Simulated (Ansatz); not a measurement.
# Ta16Si: the cost of one run

Program: Ansatz 0.2.0. Level of theory: DFT PBE, scalar-relativistic, plane waves, PAW. These are calculated values, not measurements.

6 further runs of the same task are left out: 6 set aside as unsound or not needed.

**1. The system as given**

It takes space group Im-3m (No. 229, cubic). Conventional cell: a = 3.319 Å, b = 3.319 Å, c = 3.319 Å, α = 90.00°, β = 90.00°, γ = 90.00°. Around Ta (site symmetry m-3m) lie 8 Ta at 2.87 Å.

As a file:

```
CELL_PARAMETERS angstrom
-1.65948 1.65948 1.65948
1.65948 -1.65948 1.65948
1.65948 1.65948 -1.65948
ATOMIC_POSITIONS crystal
Ta 0.00000 0.00000 0.00000
```

It is the result of an earlier relaxation at this level (volume 18.28 Å³/atom; gap on the mesh: none (metal)).

**3. Setting up the map**

Atoms count from 1 in the order of the input.

Si is moved over the surface cell; relaxed at each place: the height of the adsorbate's atoms; substrate rigid; the origin of the map has the adsorbate above Ta13.

First coordinate, position of Si17 along the first surface vector, from above Ta13: 8 values from 0.000 to 0.875, periodic. Second coordinate, position of Si17 along the second surface vector, from above Ta13: 8 values from 0.000 to 0.875, periodic.

Relaxed at each point: the height of the adsorbate's atoms; substrate rigid. Points are written as (first, second).

The two vectors of the plane (Å): (3.319, 0.000, 0.000); (0.000, 3.319, 0.000).

(The set-up runs are not shown.)

**4. Grid point (0/8, 0/8) of the map's two axes**

Input file input.yaml:

```yaml
crystal:
  lattice:
    - [6.6379342675, 0.0, 0.0]
    - [0.0, 6.6379342675, 0.0]
    - [0.0, 0.0, 20.2996559605]
  atoms:
    - { symbol: Ta, position: [0.25, 0.25, 0.1970476745] }
    - { symbol: Ta, position: [0.25, 0.75, 0.1970476745] }
    - { symbol: Ta, position: [0.75, 0.25, 0.1970476745] }
    - { symbol: Ta, position: [0.75, 0.75, 0.1970476745] }
    - { symbol: Ta, position: [0.0, 0.0, 0.2787970189] }
    - { symbol: Ta, position: [0.0, 0.5, 0.2787970189] }
    - { symbol: Ta, position: [0.5, 0.0, 0.2787970189] }
    - { symbol: Ta, position: [0.5, 0.5, 0.2787970189] }
    - { symbol: Ta, position: [0.25, 0.25, 0.3599139072] }
    - { symbol: Ta, position: [0.25, 0.75, 0.3599139072] }
    - { symbol: Ta, position: [0.75, 0.25, 0.3599139072] }
    - { symbol: Ta, position: [0.75, 0.75, 0.3599139072] }
    - { symbol: Ta, position: [0.0, 0.0, 0.4334879358] }
    - { symbol: Ta, position: [0.0, 0.5, 0.4334879358] }
    - { symbol: Ta, position: [0.5, 0.0, 0.4334879358] }
    - { symbol: Ta, position: [0.5, 0.5, 0.4334879358] }
    - { symbol: Si, position: [0.0, 0.0, 0.5724065464] }
basis:
  ecutwfc: 420
kpoints:
  mp_grid: { grid: [4, 4, 1] }
hamiltonian:
  xc: pbe
  pseudopotentials: { kind: paw, azcp: { folder: soft_1 } }
scf:
  occupations: { method: gaussian, width: 0.1 }
output:
  forces: true
  eigenvalues: true
relax:
  adjacent_minimum: "off"
  f_tol: 0.025
  max_steps: 16
  constraints:
    - { sites: [0, 1, 2, 3, 4, 5, 6, 7, 8, 9, 10, 11, 12, 13, 14, 15] }
    - { sites: [16], fix: xy }
efield:
  axis: 3
  dipole_correction: true
  ramp_width: 0.04
```

On the command line:

```
$ ansatz run input.yaml --threads 4 --pin off --max-ram 12288MiB --backend cpu --events-out ev --progress --plain --runs-dir out
```

**Question.** How long does this run take on 4 threads of Intel Xeon 6975P-C (Granite Rapids), shared host, and how much memory does it need?

About 39 s, with a peak of 2.2 GiB.
